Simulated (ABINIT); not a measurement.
Crystal: ZnSe (Stilleite).

```
Se Zn
1.0
     0.00000    2.83380    2.83380
     2.83380    0.00000    2.83380
     2.83380    2.83380    0.00000
Se Zn
1 1
Direct
  0.75000 0.75000 0.75000
  0.00000 0.00000 0.00000
```

Base run:

| Property | Result |
| --- | --- |
| Program | ABINIT 10.8.3 (patched build) |
| Functional | rPW86PBE |
| Potentials or basis | JTH PAW PBE v2.0 |
| Cutoff | 544 eV |
| k mesh | 8 × 8 × 8 |
| Occupations | fermi-dirac, width 0.05 eV |
| Spin | no spin polarisation |

Its results: band gap on the k mesh 1.13 eV, direct.

Q: The run is repeated on the same cell with these changes: functional from rPW86PBE to LDA-VWN; potentials or basis from JTH PAW PBE v2.0 to JTH PAW LDA v2.0. What comes out?

A: Band gap on the k mesh 1.03 eV, direct.

